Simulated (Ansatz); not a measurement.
A run of Ansatz 0.2.0 is set up as follows.

The input input.yaml:

```yaml
crystal:
  lattice:
    - [-1.58422, 1.58422, 1.58422]
    - [1.58422, -1.58422, 1.58422]
    - [1.58422, 1.58422, -1.58422]
  atoms:
    - { symbol: Pt, position: [0.0, 0.0, 0.0] }
kpoints:
  mp_grid: { grid: [12, 12, 12] }
  band_path:
    path:
      - [0.0, 0.0, 0.0]
      - [0.5, -0.5, 0.5]
      - [0.0, 0.0, 0.5]
      - [0.0, 0.0, 0.0]
      - [0.25, 0.25, 0.25]
      - [0.5, -0.5, 0.5]
    npoints: 8
scf:
  occupations: { method: fermi_dirac, width: 0.05 }
hamiltonian:
  xc: pbesol
  pseudopotentials: { kind: all_electron, lapw: { basis_error: 0.001 } }
output:
  forces: true
  stress: true
  eigenvalues: true
```

Potentials or basis: all-electron LAPW, scalar-relativistic.

The run is started by

```sh
$ ansatz run input.yaml --threads 1 --pin off --max-ram 3072MiB --backend cpu --events-out ev --progress --plain --runs-dir out
```

(1) What does it give for the pressure?

(2) Estimate the band gap along the path.

## Answers

(1) -11.2 GPa.

(2) none (metal or under the smearing width).

Caveat: spin-orbit coupling is left out, which moves the levels of the heavy elements.
